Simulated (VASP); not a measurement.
# AlN (F-43m) in VASP: band structure with PBE

Aim: the band structure of AlN with PBE.

All numbers are computed with VASP 6.6.1; they aren't measurements. Logs are shortened: lines on timing, memory, paths and dates and some standing lists are left out, and cuts for length are marked.

### Step 1. The crystal as given

It takes space group F-43m (No. 216, cubic). Conventional cell: a = 4.433 Å, b = 4.433 Å, c = 4.433 Å, α = 90.00°, β = 90.00°, γ = 90.00°. Around Al (site symmetry -43m) lie 4 N at 1.92 Å. Around N (site symmetry -43m) lie 4 Al at 1.92 Å.

Measurements of this composition are mostly on another form, of space group No. 186.

### Step 2. Band structure, PBE

Input file INCAR:

```
SYSTEM = AlN
PREC = Accurate
ENCUT = 520
EDIFF = 1E-7
ISMEAR = 0
SIGMA = 0.02
LREAL = .FALSE.
LASPH = .TRUE.
NELM = 60
ALGO = Normal
ISIF = 2
LWAVE = .FALSE.
LCHARG = .FALSE.
GGA = PE
NBANDS = 11
```

Input file KPOINTS:

```
regular mesh
0
G
  2 2 2
  0 0 0
```

Input file POSCAR:

```
AlN                                     
1.0
    0.0000000000      2.2166356852      2.2166356852
    2.2166356852     -0.0000000000      2.2166356852
    2.2166356852      2.2166356852     -0.0000000000
  Al              N             
     1     1
Direct
     0.0000000000000000    0.0000000000000000    0.0000000000000000
     0.7500000000000000    0.7500000000000000    0.7500000000000000
```

Input file KPOINTS_OPT:

```
path GXWKGLUWLK,UX
10
line-mode
reciprocal
 0.0000000000  0.0000000000  0.0000000000  G
 0.5000000000  0.0000000000  0.5000000000  X

 0.5000000000  0.0000000000  0.5000000000  X
 0.5000000000  0.2500000000  0.7500000000  W

 0.5000000000  0.2500000000  0.7500000000  W
 0.3750000000  0.3750000000  0.7500000000  K

 0.3750000000  0.3750000000  0.7500000000  K
 0.0000000000  0.0000000000  0.0000000000  G

 0.0000000000  0.0000000000  0.0000000000  G
 0.5000000000  0.5000000000  0.5000000000  L

 0.5000000000  0.5000000000  0.5000000000  L
 0.6250000000  0.2500000000  0.6250000000  U

 0.6250000000  0.2500000000  0.6250000000  U
 0.5000000000  0.2500000000  0.7500000000  W

 0.5000000000  0.2500000000  0.7500000000  W
 0.5000000000  0.5000000000  0.5000000000  L

 0.5000000000  0.5000000000  0.5000000000  L
 0.3750000000  0.3750000000  0.7500000000  K

 0.6250000000  0.2500000000  0.6250000000  U
 0.5000000000  0.0000000000  0.5000000000  X
```

Potentials or basis: VASP PAW PBE potentials, release 64 (Al, N).

On the command line:

```
$ cat potpaw_PBE.64/Al/POTCAR potpaw_PBE.64/N/POTCAR > POTCAR
$ mpirun -np 1 vasp_std > vasp.out
```

OUTCAR:

```text
SYSTEM = AlN
   PREC = Accurate
   ENCUT = 520
   EDIFF = 1E-7
   ISMEAR = 0
   LREAL = .FALSE.
   LASPH = .TRUE.
   NELM = 60
   ISIF = 2
   GGA = PE

 ion  position               nearest neighbor table
   1  0.000  0.000  0.000-   2 1.92   2 1.92   2 1.92   2 1.92
   2  0.750  0.750  0.750-   1 1.92   1 1.92   1 1.92   1 1.92

  LATTYP: Found a face centered cubic cell.
 ALAT       =     4.4332713704

  Lattice vectors:

 A1 = (   0.0000000000,   2.2166356852,   2.2166356852)
 A2 = (   2.2166356852,   0.0000000000,   2.2166356852)
 A3 = (   2.2166356852,   2.2166356852,   0.0000000000)

Analysis of symmetry for initial positions (statically):
=====================================================================
 Subroutine PRICEL returns:
 Original cell was already a primitive cell.

 Routine SETGRP: Setting up the symmetry group for a
 face centered cubic supercell.

 Subroutine GETGRP returns: Found 24 space group operations
 (whereof 24 operations were pure point group operations)
 out of a pool of 48 trial point group operations.

The static configuration has the point symmetry T_d .

Analysis of symmetry for dynamics (positions and initial velocities):
=====================================================================
 Subroutine PRICEL returns:
 Original cell was already a primitive cell.

 Routine SETGRP: Setting up the symmetry group for a
 face centered cubic supercell.

 Subroutine GETGRP returns: Found 24 space group operations
 (whereof 24 operations were pure point group operations)
 out of a pool of 48 trial point group operations.

The dynamic configuration has the point symmetry T_d .

 Subroutine INISYM returns: Found 24 space group operations
 (whereof 24 operations are pure point group operations),
 and found     1 'primitive' translations

----------------------------------------------------------------------------------------

                                     Primitive cell

  volume of cell :      21.7828

  direct lattice vectors                    reciprocal lattice vectors
     0.000000000  2.216635685  2.216635685    -0.225567062  0.225567062  0.225567062
     2.216635685  0.000000000  2.216635685     0.225567062 -0.225567062  0.225567062
     2.216635685  2.216635685  0.000000000     0.225567062  0.225567062 -0.225567062

  length of vectors
     3.134796249  3.134796249  3.134796249     0.390693613  0.390693613  0.390693613

  position of ions in fractional coordinates (direct lattice)
     0.000000000  0.000000000  0.000000000
     0.750000000  0.750000000  0.750000000

  ion indices of the primitive-cell ions
   primitive index   ion index
                 1           1
                 2           2

----------------------------------------------------------------------------------------

 KPOINTS: regular mesh

Automatic generation of k-mesh.
 Grid dimensions read from file:
 generate k-points for:    2    2    2

 Generating k-lattice:

  Cartesian coordinates                     Fractional coordinates (reciprocal lattice)
    -0.112783531  0.112783531  0.112783531     0.500000000  0.000000000  0.000000000
     0.112783531 -0.112783531  0.112783531     0.000000000  0.500000000  0.000000000
     0.112783531  0.112783531 -0.112783531     0.000000000  0.000000000  0.500000000

  Length of vectors
     0.195346806  0.195346806  0.195346806

  Shift w.r.t. Gamma in fractional coordinates (k-lattice)
     0.000000000  0.000000000  0.000000000

 Subroutine IBZKPT returns following result:
 ===========================================

 Found      3 irreducible k-points:

 Following reciprocal coordinates:
            Coordinates               Weight
  0.000000  0.000000  0.000000      1.000000
  0.500000  0.000000  0.000000      4.000000
  0.500000  0.500000  0.000000      3.000000
   k-points           NKPTS =      3   k-points in BZ     NKDIM =      3   number of bands    NBANDS=     11
   number of dos      NEDOS =    301   number of ions     NIONS =      2
   total plane-waves  NPLWV =  13824
   dimension x,y,z NGX =    24 NGY =   24 NGZ =   24
   dimension x,y,z NGXF=    48 NGYF=   48 NGZF=   48
   ions per type =               1   1
   NGX,Y,Z   is equivalent  to a cutoff of  12.73, 12.73, 12.73 a.u.
   NGXF,Y,Z  is equivalent  to a cutoff of  25.46, 25.46, 25.46 a.u.
 SYSTEM =  AlN
   PREC   = accura    normal or accurate (medium, high low for compatibility)
   ISTART =      0    job   : 0-new  1-cont  2-samecut
   ICHARG =      2    charge: 1-file 2-atom 10-const
   ISPIN  =      1    spin polarized calculation?
   LNONCOLLINEAR =      F non collinear calculations
   LSORBIT =      F    spin-orbit coupling
   LASPH  =      T    aspherical Exc in radial PAW
   ENCUT  =  520.0 eV  38.22 Ry    6.18 a.u.   5.83  5.83  5.83*2*pi/ulx,y,z
   NELM   =     60;   NELMIN=  2; NELMDL= -5     # of ELM steps
   EDIFF  = 0.1E-06   stopping-criterion for ELM
   LREAL  =      F    real-space projection
   EDIFFG = 0.1E-05   stopping-criterion for IOM
   NSW    =      0    number of steps for IOM
   IBRION =     -1    ionic relax: 0-MD 1-quasi-New 2-CG
   NFREE  =      0    steps in history (QN), initial steepest desc. (CG)
   ISIF   =      2    stress and relaxation
   ISYM   =      2    0-nonsym 1-usesym 2-fastsym
   POTIM  = 0.5000    time-step for ionic-motion
   TEBEG  =    0.0;   TEEND  =   0.0 temperature during run
   PSTRESS=    0.0 pullay stress
   NELECT =       8.0000    total number of electrons
   NUPDOWN=      -1.0000    fix difference up-down
   EMIN   =  10.00;   EMAX   =-10.00  energy-range for DOS
   EFERMI =   0.00;   METHOD = LEGACY
   ISMEAR =     0;   SIGMA  =   0.02  broadening in eV -4-tet -1-fermi 0-gaus
   EFERMI_NEDOS =   21; number of points for ismear=-14 and -15
   IALGO  =     38    algorithm
   IMIX   =      4    mixing-type and parameters
     AMIX     =   0.40;   BMIX     =  1.00
     AMIX_MAG =   1.60;   BMIX_MAG =  1.00
  volume/ion in A,a.u.               =      10.89        73.50
  Fermi-wavevector in a.u.,A,eV,Ry     =   1.172377  2.215471 18.700760  1.374467
  Thomas-Fermi vector in A             =   2.308806
   LORBIT       =      0    0 simple, 1 ext, 2 COOP (PROOUT), +10 PAW based schemes
   GGA     = PE    functional components
   LHFCALC =     F    Hartree Fock is set to
   AEXX    =    0.0000 exact exchange contribution
   IVDW    =     0    specifies the selected vdW correction
   LEPSILON=     F    determine dielectric tensor
   LRPA    =     F    only Hartree local field effects (RPA)
 non-spin polarized calculation
 Gauss-broadening in eV      SIGMA  =   0.02
  energy-cutoff  :      520.00
  volume of cell :       21.78
 maximum number of plane-waves:       588
 NGX is ok and might be reduce to    24
   NGX = 11   NGY = 11   NGZ = 11

 number of electron       8.0000002 magnetization

 Free energy of the ion-electron system (eV)
  ---------------------------------------------------
  ext. energy  EPLUGINS =         0.00000000
  ---------------------------------------------------
  free energy    TOTEN  =       -13.41772023 eV

  energy without entropy =      -13.41772023  energy(sigma->0) =      -13.41772023

 E-fermi :   6.3074     XC(G=0): -10.5908

 val. band max:        6.1153194717   @ k =   0.0000   0.0000   0.0000
 cond. band min:       8.9762345317   @ k =   0.5000   0.5000   0.0000
 fundamental gap:      2.8609150600
 Fermi energy:         6.3073652255

 k-point     1 :       0.0000    0.0000    0.0000
  band No.  band energies     occupation
      1      -8.7388      2.00000
      2       6.1153      2.00000
      3       6.1153      2.00000
      4       6.1153      2.00000
      5       9.7320      0.00000
      6      17.7637      0.00000
      7      17.7637      0.00000
      8      17.7637      0.00000
      9      22.9790      0.00000
     10      22.9790      0.00000
     11      24.3472      0.00000

 k-point     2 :       0.5000    0.0000    0.0000
  band No.  band energies     occupation
      1      -6.7203      2.00000
      2       0.1685      2.00000
      3       5.6133      2.00000
      4       5.6133      2.00000
      5      12.7561      0.00000
      6      15.5523      0.00000
      7      16.5012      0.00000
      8      16.5012      0.00000
      9      23.2040      0.00000
     10      25.2413      0.00000
     11      25.2413      0.00000

 k-point     3 :       0.5000    0.5000    0.0000
  band No.  band energies     occupation
      1      -6.0916      2.00000
      2       1.1115      2.00000
      3       4.2808      2.00000
      4       4.2808      2.00000
      5       8.9762      0.00000
      6      14.0072      0.00000
      7      19.4499      0.00000
      8      21.0402      0.00000
      9      21.0402      0.00000
     10      28.3772      0.00000
     11      29.0418      0.00000

------------------------ aborting loop because EDIFF is reached ----------------------------------------

  FORCE on cell =-STRESS in cart. coord.  units (eV):
  Direction    XX          YY          ZZ          XY          YZ          ZX
  --------------------------------------------------------------------------------------
  -------------------------------------------------------------------------------------
  Total        0.0002710      0.0002710      0.0002710     -0.0000000     -0.0000000     -0.0000000
  in kB        0.0199341      0.0199341      0.0199341     -0.0000000     -0.0000000     -0.0000000
  external PRESSURE =       0.0199341 kB  Pullay stress =       0.0000000 kB

 VOLUME and BASIS-vectors are now :
 -----------------------------------------------------------------------------
  energy-cutoff  :      520.00
  volume of cell :       21.78
      direct lattice vectors                 reciprocal lattice vectors
     0.000000000  2.216635685  2.216635685    -0.225567062  0.225567062  0.225567062
     2.216635685  0.000000000  2.216635685     0.225567062 -0.225567062  0.225567062
     2.216635685  2.216635685  0.000000000     0.225567062  0.225567062 -0.225567062

 POSITION                                       TOTAL-FORCE (eV/Angst)
 -----------------------------------------------------------------------------------
      0.00000      0.00000      0.00000        -0.000000     -0.000000     -0.000000
      3.32495      3.32495      3.32495         0.000000      0.000000      0.000000
 -----------------------------------------------------------------------------------
    total drift:                                0.000000      0.000000      0.000000

  FREE ENERGIE OF THE ION-ELECTRON SYSTEM (eV)
  ---------------------------------------------------
  free  energy   TOTEN  =       -13.4177202253 eV

  energy  without entropy=      -13.4177202253  energy(sigma->0) =      -13.41772023
```

Run time: 9.9 s. Hardware: 1 thread of Intel Xeon Platinum 8175M at 2.50GHz (Skylake/Cascade Lake), shared host; peak memory 0.13 GiB.

Results:

- Free energy: -13.4177 eV
- Pressure: 0.0 GPa
- Band gap on the k mesh: 2.86 eV, indirect (least direct gap 3.62 eV)
- Band gap along the path: 2.86 eV, indirect (least direct gap 3.62 eV)

Levels at the corners of the path, in eV from the valence-band top:
| point | band 1 | band 2 | band 3 | band 4 | band 5 | band 6 | band 7 | band 8 |
| --- | --- | --- | --- | --- | --- | --- | --- | --- |
| Γ | -14.85 | 0.00 | 0.00 | 0.00 | 3.62 | 11.65 | 11.65 | 11.65 |
| X | -12.21 | -5.00 | -1.83 | -1.83 | 2.86 | 7.89 | 13.33 | 14.92 |
| X | -12.21 | -5.00 | -1.83 | -1.83 | 2.86 | 7.89 | 13.33 | 14.92 |
| W | -12.15 | -3.94 | -3.47 | -2.80 | 5.69 | 10.95 | 11.13 | 11.34 |
| W | -12.15 | -3.94 | -3.47 | -2.80 | 5.69 | 10.95 | 11.13 | 11.34 |
| K | -12.22 | -4.38 | -3.71 | -1.42 | 4.70 | 9.49 | 12.42 | 13.41 |
| K | -12.22 | -4.38 | -3.71 | -1.42 | 4.70 | 9.49 | 12.42 | 13.41 |
| Γ | -14.85 | 0.00 | 0.00 | 0.00 | 3.62 | 11.65 | 11.65 | 11.65 |
| Γ | -14.85 | 0.00 | 0.00 | 0.00 | 3.62 | 11.65 | 11.65 | 11.65 |
| L | -12.84 | -5.95 | -0.50 | -0.50 | 6.64 | 9.44 | 10.39 | 10.39 |
| L | -12.84 | -5.95 | -0.50 | -0.50 | 6.64 | 9.44 | 10.39 | 10.39 |
| U | -12.22 | -4.38 | -3.71 | -1.42 | 4.70 | 9.49 | 12.42 | 13.41 |
| U | -12.22 | -4.38 | -3.71 | -1.42 | 4.70 | 9.49 | 12.42 | 13.41 |
| W | -12.15 | -3.94 | -3.47 | -2.80 | 5.69 | 10.95 | 11.13 | 11.34 |
| W | -12.15 | -3.94 | -3.47 | -2.80 | 5.69 | 10.95 | 11.13 | 11.34 |
| L | -12.84 | -5.95 | -0.50 | -0.50 | 6.64 | 9.44 | 10.39 | 10.39 |
| L | -12.84 | -5.95 | -0.50 | -0.50 | 6.64 | 9.44 | 10.39 | 10.39 |
| K | -12.22 | -4.38 | -3.71 | -1.42 | 4.70 | 9.49 | 12.42 | 13.41 |
| U | -12.22 | -4.38 | -3.71 | -1.42 | 4.70 | 9.49 | 12.42 | 13.41 |
| X | -12.21 | -5.00 | -1.83 | -1.83 | 2.86 | 7.89 | 13.33 | 14.92 |

Caveat: the k mesh is coarse (spacing up to 1.23 Å⁻¹), so the values aren't converged.
